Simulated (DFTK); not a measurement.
Crystal: C.

```
CELL_PARAMETERS angstrom
0.00000 1.78337 1.78337
1.78337 0.00000 1.78337
1.78337 1.78337 0.00000
ATOMIC_POSITIONS crystal
C 0.75000 0.75000 0.75000
C 0.50000 0.50000 0.50000
```

This isn't the form of C at room conditions, which is graphite.

Base run:

- Program: DFTK 0.8.2
- Functional: r2SCAN
- Potentials or basis: SG15 1.2 (PBE)
- Cutoff: 1225 eV
- k mesh: 13 × 13 × 13
- Occupations: fermi-dirac, width 0.05 eV
- Spin: no spin polarisation

Its results: band gap on the k mesh 4.27 eV, indirect (least direct gap 5.85 eV).

Q: The run is repeated on the same cell with these changes: functional from r2SCAN to BJ06. What comes out?

A: Band gap on the k mesh 4.10 eV, indirect (least direct gap 5.98 eV).

Caveats: the program leaves the constant c of mgga_x_tb09 at 1, so the potential is Becke-Johnson's (BJ06) and not Tran and Blaha's, with levels but no total energy (some runs).
